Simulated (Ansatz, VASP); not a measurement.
**One calculation of AlO2, two programs**

```
Al O
1.0
     1.48816   -5.40283    0.00000
     1.48816    5.40283    0.00000
     0.00000    0.00000    3.64661
Al O
2 4
Direct
  0.66813 0.33187 0.75000
  0.33187 0.66813 0.25000
  0.06107 0.93893 0.75000
  0.93893 0.06107 0.25000
  0.29418 0.70582 0.75000
  0.70582 0.29418 0.25000
```

The cell comes from a database or a generator and needn't be the stable form of this composition.

Alike in both runs: functional PBEsol; k mesh 9 × 9 × 7; occupations fermi-dirac, width 0.05 eV; no spin polarisation.

```csv
,VASP,Ansatz
version,VASP 6.6.1,Ansatz 0.2.0
potentials or method,"VASP PAW PBE potentials, release 64 (Al, O)",Ansatz PAW
plane-wave cutoff (eV),520,420
valence electrons in the cell,30,30
task,single point,band structure
```

Ansatz gave:

| Property | Result |
| --- | --- |
| gap on the k mesh at the Fermi level (eV) | none |
| pressure (GPa) | -5.9 |
| largest component of the traceless stress (GPa) | 1.15 |
| rms of the force components (eV/Å) | 0.222 |

Question: Estimate VASP's values.

Answer: gap on the k mesh at the Fermi level (eV): none; pressure (GPa): -5.9; largest component of the traceless stress (GPa): 1.07; rms of the force components (eV/Å): 0.226.

Atom by atom the forces differ by 0.005 eV/Å (rms over components). A gap of «none» marks a metal or a gap that the smearing closes.

Caveats: the PAW data sets were made with another functional, which shifts forces and pressure a little (VASP); the pressure holds a Pulay correction of +0.9 GPa for the finite cutoff (Ansatz); the PAW data sets come from PBE, with cores solved anew for the run's functional, which leaves a small shift of forces and pressure (Ansatz).
